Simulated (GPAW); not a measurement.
Here is a GPAW 26.7.0 calculation.

The input run.py:

```python
from ase.dft.bandgap import bandgap
from ase.io import read, write
from ase.units import GPa
from gpaw import GPAW, PW

atoms = read('WC.xyz')

calc = GPAW(mode=PW(800),
            xc='MGGA_X_R2SCAN+MGGA_C_R2SCAN',
            kpts={'size': (9, 9, 8), 'gamma': True},
            occupations={'name': 'fermi-dirac', 'width': 0.05},
            setups={'W': ':d,6.0'},
            nbands=19,
            convergence={'density': 1e-05, 'energy': 1e-05},
            maxiter=150,
            txt='gpaw.txt')
atoms.calc = calc
energy = atoms.get_potential_energy()
forces = atoms.get_forces()
stress = atoms.get_stress()
calc.write('gs.gpw')
write('result.traj', atoms)
print(f'Energy: {energy:.6f} eV')
print('Forces (eV/A):')
print(forces.round(4))
print('Stress (GPa):', (stress / GPa).round(3))
print('Fermi level:', round(calc.get_fermi_level(), 4), 'eV')
print(f'Gap: {bandgap(calc)[0]:.4f} eV, direct: {bandgap(calc, direct=True)[0]:.4f} eV')
```

File WC.xyz:

```xyz
2
Lattice="2.9065000000 0.0000000000 0.0000000000 -1.4532500000 2.5171028361 0.0000000000 0.0000000000 0.0000000000 2.8366000000" Properties=species:S:1:pos:R:3 pbc="T T T"
W      0.0000000000      0.0000000000      0.0000000000
C      1.4532500001      0.8390342786      1.4183000000
```

Potentials or basis: GPAW PAW data sets (gpaw-data 1.2.1), pw.

The run is started by

```sh
$ OMP_NUM_THREADS=1 python run.py
```

(1) Predict the pressure.

(2) What does it give for the band gap on the k mesh?

Results:

(1) 8.1 GPa.

(2) none (metal or under the smearing width).

Caveat: the PAW data sets were made with another functional, which shifts forces and pressure a little; U without spin polarisation on a metal has little footing; the U is typed as a test and isn't derived for this compound.
